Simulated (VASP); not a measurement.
## MgO: single point with PBE

**Experimental background.**

“Electronic structure of alkaline earth and post-transition metal oxides”, 2009, arxiv:0908.1581 quotes, for a bulk crystal of MgO: band gap 7.83 eV.

MgO:

```
CELL_PARAMETERS angstrom
0.00000 2.09700 2.09700
2.09700 0.00000 2.09700
2.09700 2.09700 0.00000
ATOMIC_POSITIONS crystal
Mg 0.00000 0.00000 0.00000
O 0.50000 0.50000 0.50000
```

The cell is a database's computed one.

```yaml
Program: VASP 6.6.1
Task: single point
Functional: PBE
Potentials_or_basis: VASP PAW PBE potentials, release 64 (Mg, O)
Cutoff: 520 eV
k_mesh: 11 × 11 × 11
Occupations: fermi-dirac, width 0.05 eV
Spin: no spin polarisation
Further_INCAR_settings: ALGO = Normal; EDIFF = 1e-07; NBANDS = 11
```

```yaml
Pressure: 6.2 GPa
Band_gap_on_the_k_mesh: 4.85 eV, direct
```

Levels at points of the mesh, in eV from the valence-band top:
| k point | band 1 | band 2 | band 3 | band 4 | band 5 | band 6 | band 7 | band 8 | band 9 |
| --- | --- | --- | --- | --- | --- | --- | --- | --- | --- |
| (0.00, 0.00, 0.00) | -17.33 | 0.00 | 0.00 | 0.00 | 4.85 | 15.87 | 15.87 | 15.87 | 19.82 |

Wall time 6 s on 1 thread of Intel(R) Xeon(R) Platinum 8488C (Sapphire Rapids), on a shared host, peak memory 0.14 GiB.

Measured gap of MgO: 7.83 eV (quoted in “Electronic structure of alkaline earth and post-transition metal oxides”, 2009, arxiv:0908.1581). This calculation gives 4.85 eV (-2.98 eV). The value is that of PBE, without temperature or zero-point motion. Semilocal functionals fall short of measured gaps as a rule. The cell is a database's relaxed one, not the measured one, which moves gaps too.
